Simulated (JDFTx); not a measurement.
# CdO (Monteponite): band structure with LDA

Crystal: CdO (Monteponite).

```
Cd O
1.0
     0.00000    2.34950    2.34950
     2.34950    0.00000    2.34950
     2.34950    2.34950    0.00000
Cd O
1 1
Direct
  0.00000 0.00000 0.00000
  0.50000 0.50000 0.50000
```

| Property | Result |
| --- | --- |
| Program | JDFTx 1.7.0 (patched build) |
| Task | band structure |
| Functional | LDA |
| Potentials or basis | PseudoDojo-SR-LDA-0.4.1-standard with smoothed tails |
| Cutoff | 1388 eV |
| Density cutoff | 11102 eV |
| k mesh | 10 × 10 × 10 |
| Occupations | fermi-dirac, width 0.05 eV |
| Spin | no spin polarisation |
| Band ratio of the Davidson solver | 1.3 |
| Local potential set to -Z/r beyond | 6 bohr |
| Bands | 19 |
| Density cutoff over wavefunction cutoff | 8 |
| Max SCF steps | 30 |
| SCF threshold on the energy | 1e-06 Ha |
| Solver of the electrons | minimize |
| Further solve for the empty bands | no |
| Start | density of an earlier self-consistent run, held fixed |
| Path | G-X-W-K-G-L-U-W-L-K-U-X |

```yaml
Band_gap_along_the_path: none (metal or under the smearing width)
```

Levels at the corners of the path, in eV from the Fermi level:
| point | band 11 | band 12 | band 13 | band 14 | band 15 | band 16 |
| --- | --- | --- | --- | --- | --- | --- |
| Γ | -1.56 | -1.56 | -1.56 | -0.67 | 14.31 | 16.74 |
| X | -4.58 | -2.54 | -2.54 | 3.49 | 8.19 | 10.98 |
| W | -3.21 | -3.21 | -2.09 | 5.62 | 8.59 | 8.59 |
| K | -3.61 | -3.10 | -1.45 | 5.04 | 8.29 | 8.30 |
| Γ | -1.56 | -1.56 | -1.56 | -0.67 | 14.31 | 16.74 |
| L | -4.00 | -0.16 | -0.16 | 4.13 | 6.97 | 11.48 |
| U | -3.61 | -3.10 | -1.45 | 5.04 | 8.29 | 8.30 |
| W | -3.21 | -3.21 | -2.09 | 5.62 | 8.59 | 8.60 |
| L | -4.00 | -0.16 | -0.16 | 4.13 | 6.97 | 11.48 |
| K | -3.61 | -3.10 | -1.45 | 5.04 | 8.29 | 8.30 |
| U | -3.61 | -3.10 | -1.45 | 5.04 | 8.29 | 8.30 |
| X | -4.58 | -2.54 | -2.54 | 3.49 | 8.19 | 10.98 |

Wall time 50 s on 1 thread of Arm Neoverse V1 (shared host), peak memory 0.1 GiB.
